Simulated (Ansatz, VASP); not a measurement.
# PbS in VASP and in Ansatz

```
Pb S
1.0
     4.08970    0.00000    0.00000
    -2.04485    3.54178    0.00000
     0.00000    0.00000    3.78817
Pb S
1 1
Direct
  0.00914 0.00313 0.99818
  0.64940 0.31891 0.50437
```

Change from the starting cell: atoms moved at random, drawn with an rms of 0.05 Å.

Alike in both runs: task single point; functional PBE; k mesh 8 × 8 × 7; occupations fermi-dirac, width 0.05 eV; no spin polarisation.

|  | VASP | Ansatz |
| --- | --- | --- |
| version | VASP 6.6.1 | Ansatz 0.2.0 |
| potentials or method | VASP PAW PBE potentials, release 64 (Pb_d, S) | Ansatz PAW |
| plane-wave cutoff (eV) | 520 | 420 |
| valence electrons in the cell | 20 | 20 |

|  | VASP | Ansatz | Ansatz less VASP |
| --- | --- | --- | --- |
| gap on the k mesh at the Fermi level (eV) | 0.11 | 0.11 | -0.004 |
| least direct gap on the mesh (eV) | 1.65 | 1.65 | -0.003 |
| pressure (GPa) | 0.1 | 0.1 | +0.07 |
| largest component of the traceless stress (GPa) | 0.05 | 0.05 | +0.004 |
| rms of the force components (eV/Å) | 0.093 | 0.093 | -0.0005 |

Atom by atom the forces differ by 0.001 eV/Å (rms over components). With one functional, cell and mesh, what is left measures potentials, basis and numerics.

Caveats: spin-orbit coupling is left out, which as a rule narrows the gap of such compounds by several tenths of an eV; an odd mesh through Γ misses points on the zone boundary, where band edges often lie (VASP); odd divisions of the mesh miss points on the zone boundary, where band edges often lie, so the gap on the mesh can be too wide (Ansatz).
